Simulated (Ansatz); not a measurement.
TiC:

```
Ti C
1.0
     0.00000    2.16572    2.16572
     2.16572    0.00000    2.16572
     2.16572    2.16572    0.00000
Ti C
1 1
Cartesian
  0.0000 0.0000 0.0000
  2.1657 2.1657 2.1657
```

The cell is a database's computed one.

```yaml
Program: Ansatz 0.2.0
Task: relaxation of cell and atoms
Functional: RPBE
Dispersion: D4
Potentials_or_basis: all-electron LAPW, scalar-relativistic
Basis_error_allowed: 0.001 eV/atom
k_mesh: 11 × 11 × 11
Occupations: fermi-dirac, width 0.05 eV
Spin: no spin polarisation
```

At the start: volume 10.16 Å³/atom.

Task: How do energy, volume and symmetry change on relaxing?

Result: Over 4 steps the energy falls by 4.5 meV/atom and the volume is 9.91 Å³/atom (-2.4 %); space group Fm-3m (No. 225, to 0.05 Å).

Step by step:
| step | energy change (eV) | largest force (eV/Å) | volume (Å³) |
| --- | --- | --- | --- |
| 1 | 0.0000 | 0.0000 | 20.32 |
| 2 | -0.0089 | 0.0000 | 19.90 |
| 3 | -0.0091 | 0.0000 | 19.83 |
| 4 | -0.0091 | 0.0000 | 19.83 |

Final structure:
```cif
data_structure
_symmetry_space_group_name_H-M 'P 1'
_symmetry_Int_Tables_number 1
_cell_length_a 3.0381
_cell_length_b 3.0381
_cell_length_c 3.0381
_cell_angle_alpha 60.000
_cell_angle_beta 60.000
_cell_angle_gamma 60.000
_cell_volume 19.83
loop_
_atom_site_label
_atom_site_type_symbol
_atom_site_fract_x
_atom_site_fract_y
_atom_site_fract_z
_atom_site_occupancy
Ti1 Ti 0.00000 0.00000 0.00000 1
C1 C 0.50000 0.50000 0.50000 1
```
